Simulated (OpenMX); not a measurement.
AlN:

```
Al N
1.0
     3.11300    0.00000    0.00000
    -1.55650    2.69594    0.00000
     0.00000    0.00000    4.98100
Al N
2 2
Cartesian
  1.5565 0.8986 2.4905
  0.0000 1.7973 0.0000
  1.5565 0.8986 4.3833
  0.0000 1.7973 1.8928
```

Base run:

```yaml
Program: OpenMX 3.8.5
Functional: PBE
Potentials_or_basis: OpenMX 2013 PBE set, Al7.0-s2p2d1, N6.0-s2p2d1, grid cutoff 400 Ry
k_mesh: 7 × 7 × 5
Occupations: fermi-dirac, width 0.05 eV
Spin: no spin polarisation
```

Its results: band gap on the k mesh 4.89 eV, direct; pressure 2.9 GPa; largest force 0.074 eV/Å.

Task: The run is repeated on the same cell with these changes: potentials or basis from OpenMX 2013 PBE set, Al7.0-s2p2d1, N6.0-s2p2d1, grid cutoff 400 Ry to OpenMX 2013 PBE set, Al7.0-s2p1d1, N6.0-s2p2, grid cutoff 400 Ry; k mesh from 7 × 7 × 5 to 11 × 11 × 7. What comes out?

Result: Band gap on the k mesh 4.88 eV, direct; pressure 4.2 GPa; largest force 0.097 eV/Å.

Caveats: the basis of atomic orbitals isn't converged, which shifts pressures, moduli and gaps.
